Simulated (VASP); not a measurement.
# LiH (P6_3/mmc) in VASP: reference runs

Reference runs on LiH: the cell as given and a disturbed copy.

All numbers are computed with VASP 6.6.1; they aren't measurements. Logs are shortened: lines on timing, memory, paths and dates and some standing lists are left out, and cuts for length are marked.

## Step 1: The crystal as given

It takes space group P6_3/mmc (No. 194, hexagonal). The conventional cell has a = 2.780 Å, b = 2.780 Å, c = 4.885 Å, α = 90.00°, β = 90.00°, γ = 120.00°. Li (site symmetry -3m) is surrounded by 6 H at 2.02 Å. Around H (site symmetry -6m2) lie 6 Li at 2.02 Å.

The cell was built by a generator and needn't be a form met in nature.

## Step 2: Single point, PBE

INCAR

```
SYSTEM = LiH
ALGO     = Normal         ! electronic algorithm
EDIFF    = 1E-7           ! SCF threshold, eV
ENCUT    = 520            ! plane-wave cutoff, eV
GGA      = PE             ! functional
ISIF     = 2              ! what is computed and relaxed
ISMEAR   = -1             ! smearing method
LASPH    = .TRUE.         ! aspherical terms in the spheres
LCHARG   = .TRUE.         ! write CHGCAR
LELF     = .TRUE.         ! ELF
LREAL    = .FALSE.        ! projectors in reciprocal space
LVHAR    = .TRUE.       
LWAVE    = .FALSE.        ! write WAVECAR
NBANDS   = 12             ! bands
NELM     = 80             ! most SCF steps
PREC     = Accurate       ! precision mode
SIGMA    = 0.05           ! smearing width, eV
```

KPOINTS

```
k-points
0
G
  11 11 6
  0 0 0
```

POSCAR

```
LiH
1.0
    2.7801100000      0.0000000000      0.0000000000
   -1.3900600000      2.4076500000      0.0000000000
    0.0000000000      0.0000000000      4.8851900000
Li H
2 2
Direct
    0.0000000000      0.0000000000      0.0000000000
    0.0000000000      0.0000000000      0.5000000000
    0.6666700000      0.3333300000      0.2500000000
    0.3333300000      0.6666700000      0.7500000000
```

Potentials or basis: VASP PAW PBE potentials, release 64 (Li_sv, H).

Run with:

```console
cat potpaw_PBE.64/Li_sv/POTCAR potpaw_PBE.64/H/POTCAR > POTCAR
mpirun -np 1 vasp_std > vasp.out
```

OUTCAR:

```text
SYSTEM = LiH
   EDIFF = 1E-7
   ENCUT = 520
   GGA = PE
   ISIF = 2
   ISMEAR = -1
   LASPH = .TRUE.
   LREAL = .FALSE.
   NELM = 80
   PREC = Accurate

 ion  position               nearest neighbor table
   1  0.000  0.000  0.000-   2 2.44   2 2.44
   2  0.000  0.000  0.500-   1 2.44   1 2.44
   3  0.667  0.333  0.250-
   4  0.333  0.667  0.750-

  LATTYP: Found a hexagonal cell.
 ALAT       =     2.7801100000
 C/A-ratio  =     1.7571930607

  Lattice vectors:

 A1 = (   2.7801100000,   0.0000000000,   0.0000000000)
 A2 = (  -1.3900600000,   2.4076500000,   0.0000000000)
 A3 = (   0.0000000000,   0.0000000000,   4.8851900000)

Analysis of symmetry for initial positions (statically):
=====================================================================
 Subroutine PRICEL returns:
 Original cell was already a primitive cell.

 Routine SETGRP: Setting up the symmetry group for a
 hexagonal supercell.

 Subroutine GETGRP returns: Found  8 space group operations
 (whereof  4 operations were pure point group operations)
 out of a pool of 24 trial point group operations.

The static configuration has the point symmetry C_2h.
 The point group associated with its full space group is D_2h.

Analysis of symmetry for dynamics (positions and initial velocities):
=====================================================================
 Subroutine PRICEL returns:
 Original cell was already a primitive cell.

 Routine SETGRP: Setting up the symmetry group for a
 hexagonal supercell.

 Subroutine GETGRP returns: Found  8 space group operations
 (whereof  4 operations were pure point group operations)
 out of a pool of 24 trial point group operations.

The dynamic configuration has the point symmetry C_2h.
 The point group associated with its full space group is D_2h.

 Subroutine INISYM returns: Found  8 space group operations
 (whereof  4 operations are pure point group operations),
 and found     1 'primitive' translations

----------------------------------------------------------------------------------------

                                     Primitive cell

  volume of cell :      32.6992

  direct lattice vectors                    reciprocal lattice vectors
     2.780110000  0.000000000  0.000000000     0.359697998  0.207672128  0.000000000
    -1.390060000  2.407650000  0.000000000     0.000000000  0.415342762  0.000000000
     0.000000000  0.000000000  4.885190000     0.000000000  0.000000000  0.204700329
[... 94 lines left out ...]
   ISIF   =      2    stress and relaxation
   ISYM   =      2    0-nonsym 1-usesym 2-fastsym
   POTIM  = 0.5000    time-step for ionic-motion
   TEBEG  =    0.0;   TEEND  =   0.0 temperature during run
   PSTRESS=    0.0 pullay stress
   NELECT =       8.0000    total number of electrons
   NUPDOWN=      -1.0000    fix difference up-down
   EMIN   =  10.00;   EMAX   =-10.00  energy-range for DOS
   EFERMI =   0.00;   METHOD = LEGACY
   ISMEAR =    -1;   SIGMA  =   0.05  broadening in eV -4-tet -1-fermi 0-gaus
   EFERMI_NEDOS =   21; number of points for ismear=-14 and -15
   IALGO  =     38    algorithm
   IMIX   =      4    mixing-type and parameters
     AMIX     =   0.40;   BMIX     =  1.00
     AMIX_MAG =   1.60;   BMIX_MAG =  1.00
  volume/ion in A,a.u.               =       8.17        55.17
  Fermi-wavevector in a.u.,A,eV,Ry     =   1.023904  1.934898 14.264067  1.048379
  Thomas-Fermi vector in A             =   2.157662
   LORBIT       =      0    0 simple, 1 ext, 2 COOP (PROOUT), +10 PAW based schemes
   GGA     = PE    functional components
   LHFCALC =     F    Hartree Fock is set to
   AEXX    =    0.0000 exact exchange contribution
   IVDW    =     0    specifies the selected vdW correction
   LEPSILON=     F    determine dielectric tensor
   LRPA    =     F    only Hartree local field effects (RPA)
 non-spin polarized calculation
  energy-cutoff  :      520.00
  volume of cell :       32.70
 maximum number of plane-waves:       898
 NGX is ok and might be reduce to    24
   NGX = 11   NGY = 11   NGZ = 19

 number of electron       8.0000009 magnetization

 Free energy of the ion-electron system (eV)
  ---------------------------------------------------
  ext. energy  EPLUGINS =         0.00000000
  ---------------------------------------------------
  free energy    TOTEN  =       -12.04260870 eV

  energy without entropy =      -12.04260870  energy(sigma->0) =      -12.04260870

 E-fermi :   1.1062     XC(G=0):  -8.4557

 val. band max:       -0.0942031212   @ k =   0.4545   0.4545   0.0000
 cond. band min:       4.3473218949   @ k =   0.4545   0.0909   0.5000
 fundamental gap:      4.4415250161
 Fermi energy:         1.1062306325

 k-point     1 :       0.0000    0.0000    0.0000
  band No.  band energies     occupation
      1     -44.4534      2.00000
      2     -44.3867      2.00000
      3      -5.3291      2.00000
      4      -3.0684      2.00000
      5       4.4711      0.00000
      6      14.4262      0.00000
      7      15.6861      0.00000
      8      16.3241      0.00000
      9      16.3242      0.00000
     10      16.5084      0.00000
     11      19.7758      0.00000
     12      19.7759      0.00000
[... 331 lines left out ...]
 k-point    24 :       0.4545    0.4545    0.0000
  band No.  band energies     occupation
      1     -44.4134      2.00000
      2     -44.3531      2.00000
      3      -2.3501      2.00000
      4      -0.0942      2.00000
      5       5.0406      0.00000
      6       5.9057      0.00000
      7       6.1144      0.00000
      8      10.4697      0.00000
      9      11.4452      0.00000
     10      12.7615      0.00000
     11      16.9368      0.00000
     12      17.0781      0.00000

 [... further k-points ...]
[... 5 lines left out ...]
  --------------------------------------------------------------------------------------
  -------------------------------------------------------------------------------------
  Total       -0.0400947     -0.0401231     -0.0481282     -0.0000244     -0.0000000      0.0000000
  in kB       -1.9645393     -1.9659312     -2.3581592     -0.0011955     -0.0000000      0.0000000
  external PRESSURE =      -2.0962099 kB  Pullay stress =       0.0000000 kB

 VOLUME and BASIS-vectors are now :
 -----------------------------------------------------------------------------
  energy-cutoff  :      520.00
  volume of cell :       32.70
      direct lattice vectors                 reciprocal lattice vectors
     2.780110000  0.000000000  0.000000000     0.359697998  0.207672128  0.000000000
    -1.390060000  2.407650000  0.000000000     0.000000000  0.415342762  0.000000000
     0.000000000  0.000000000  4.885190000     0.000000000  0.000000000  0.204700329

 POSITION                                       TOTAL-FORCE (eV/Angst)
 -----------------------------------------------------------------------------------
      0.00000      0.00000      0.00000         0.000000      0.000000     -0.000000
      0.00000      0.00000      2.44259         0.000000      0.000000     -0.000000
      1.39007      0.80254      1.22130        -0.000021      0.000012      0.000000
     -0.00002      1.60511      3.66389         0.000021     -0.000012     -0.000000
 -----------------------------------------------------------------------------------
    total drift:                                0.000000     -0.000000      0.000000

  FREE ENERGIE OF THE ION-ELECTRON SYSTEM (eV)
  ---------------------------------------------------
  free  energy   TOTEN  =       -12.0426087025 eV

  energy  without entropy=      -12.0426087025  energy(sigma->0) =      -12.04260870
```

OSZICAR:

```text
N       E                     dE             d eps       ncg     rms          rms(c)
DAV:   1     0.136990511599E+02    0.13699E+02   -0.32069E+03  3472   0.643E+02
DAV:   2    -0.101635281310E+02   -0.23863E+02   -0.23400E+02  4416   0.131E+02
DAV:   3    -0.125036534861E+02   -0.23401E+01   -0.23308E+01  5952   0.282E+01
DAV:   4    -0.125335626249E+02   -0.29909E-01   -0.29906E-01  4280   0.395E+00
DAV:   5    -0.125338942332E+02   -0.33161E-03   -0.33160E-03  4904   0.326E-01    0.407E+00
DAV:   6    -0.121613753304E+02    0.37252E+00   -0.22796E-01  4064   0.180E+00    0.205E+00
DAV:   7    -0.120375376216E+02    0.12384E+00   -0.32624E-01  4288   0.241E+00    0.316E-01
DAV:   8    -0.120427827092E+02   -0.52451E-02   -0.20474E-02  4400   0.945E-01    0.963E-02
DAV:   9    -0.120426087554E+02    0.17395E-03   -0.60270E-04  4580   0.117E-01    0.282E-02
DAV:  10    -0.120426087215E+02    0.33909E-07   -0.59462E-05  4404   0.545E-02    0.783E-03
DAV:  11    -0.120426086625E+02    0.59015E-07   -0.26161E-06  4560   0.111E-02    0.225E-03
DAV:  12    -0.120426090995E+02   -0.43701E-06   -0.26376E-07  4252   0.349E-03    0.233E-03
DAV:  13    -0.120426086902E+02    0.40929E-06   -0.69165E-08  2628   0.215E-03    0.197E-04
DAV:  14    -0.120426087025E+02   -0.12278E-07   -0.20654E-08  2264   0.106E-03
   1 F= -.12042609E+02 E0= -.12042609E+02  d E =-.160863E-11
```

It took 53 s on 1 thread of Intel Xeon Platinum 8175M at 2.50GHz (Skylake/Cascade Lake), shared host; peak memory 0.17 GiB.

What came out:

| Item | Value |
| --- | --- |
| Free energy | -12.0426 eV |
| Band gap on the k mesh | 4.44 eV, indirect (least direct gap 4.93 eV) |

Levels at points of the mesh, in eV from the valence-band top:
| k point | band 1 | band 2 | band 3 | band 4 | band 5 | band 6 | band 7 | band 8 |
| --- | --- | --- | --- | --- | --- | --- | --- | --- |
| (0.00, 0.00, 0.00) | -44.36 | -44.29 | -5.23 | -2.97 | 4.57 | 14.52 | 15.78 | 16.42 |
| (0.00, 0.00, 0.50) | -44.33 | -44.33 | -4.33 | -4.33 | 8.50 | 8.50 | 15.68 | 15.68 |

Caveat: the cutoff is under 1.25 times the usual one of these potentials, so pressure, stress and relaxed cells hold a basis-set (Pulay) error; an odd mesh through Γ misses points on the zone boundary, where band edges often lie.

## Step 3: Single point, PBE (atoms moved at random, drawn with an rms of 0.05 Å)

INCAR

```
PREC = Accurate
ENCUT = 520
EDIFF = 1E-7
ISMEAR = -1
SIGMA = 0.05
LREAL = F
LASPH = T
NELM = 60
ALGO = Normal
ISIF = 2
LWAVE = F
LCHARG = T
GGA = PE
LELF = T
LVHAR = T
NBANDS = 12
```

KPOINTS

```
Automatic mesh
0
Gamma
  11 11 6
```

POSCAR

```
LiH
1.0
    2.7801100000      0.0000000000      0.0000000000
   -1.3900600000      2.4076500000      0.0000000000
    0.0000000000      0.0000000000      4.8851900000
Li H
2 2
Direct
   -0.0028090000      0.0079620000      0.0008510000
    0.0196490000      0.0075210000      0.4791370000
    0.6688540000      0.3270190000      0.2529020000
    0.3328100000      0.6622450000      0.7483010000
```

Potentials or basis: VASP PAW PBE potentials, release 64 (Li_sv, H).

Run with:

```console
cat potpaw_PBE.64/Li_sv/POTCAR potpaw_PBE.64/H/POTCAR > POTCAR
mpirun -np 1 vasp_std > vasp.out
```

Wall time 2.5 min (1 thread of Intel Xeon Platinum 8175M at 2.50GHz (Skylake/Cascade Lake), shared host); peak memory 0.23 GiB.

The run converged. Its results:

* Free energy: -12.0116 eV
* Largest force: 0.550 eV/Å
* Band gap on the k mesh: 4.14 eV, indirect (least direct gap 4.76 eV)

Forces on the atoms (eV/Å):
```
Li   0.005 -0.036 -0.415
Li  -0.016 -0.041  0.548
H    0.006  0.050 -0.129
H    0.005  0.027 -0.004
```

Levels at points of the mesh, in eV from the valence-band top:
```tsv
k point	band 2	band 3	band 4	band 5	band 6	band 7
(0.00, 0.00, 0.00)	-44.34	-5.29	-2.99	4.49	14.46	15.55
(0.00, 0.00, 0.50)	-44.36	-4.56	-4.18	8.18	8.68	15.47
```

Caveat: the cutoff is under 1.25 times the usual one of these potentials, so pressure, stress and relaxed cells hold a basis-set (Pulay) error; an odd mesh through Γ misses points on the zone boundary, where band edges often lie.
